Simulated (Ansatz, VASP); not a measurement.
InP in VASP and in Ansatz

```
In P
1.0
     0.00000    2.71231    2.71231
     2.71231    0.00000    2.71231
     2.71231    2.71231    0.00000
In P
1 1
Cartesian
  0.0000 0.0000 0.0000
  2.7123 2.7123 2.7123
```

Change from the starting cell: volume scaled by 0.94.

Alike in both runs: task single point; functional PBE; k mesh 8 × 8 × 8; occupations fermi-dirac, width 0.05 eV; no spin polarisation.

|  | VASP | Ansatz |
| --- | --- | --- |
| version | VASP 6.6.1 | Ansatz 0.2.0 |
| potentials or method | VASP PAW PBE potentials, release 64 (In_d, P) | Ansatz PAW |
| plane-wave cutoff (eV) | 520 | 420 |
| valence electrons in the cell | 18 | 18 |

|  | VASP | Ansatz | Ansatz less VASP |
| --- | --- | --- | --- |
| gap on the k mesh at the Fermi level (eV) | none | none | - |
| pressure (GPa) | 5.2 | 5.3 | +0.03 |

A gap of «none» marks a metal or a gap that the smearing closes. The functional is the same, so the differences come from potentials, cutoffs and numerics.
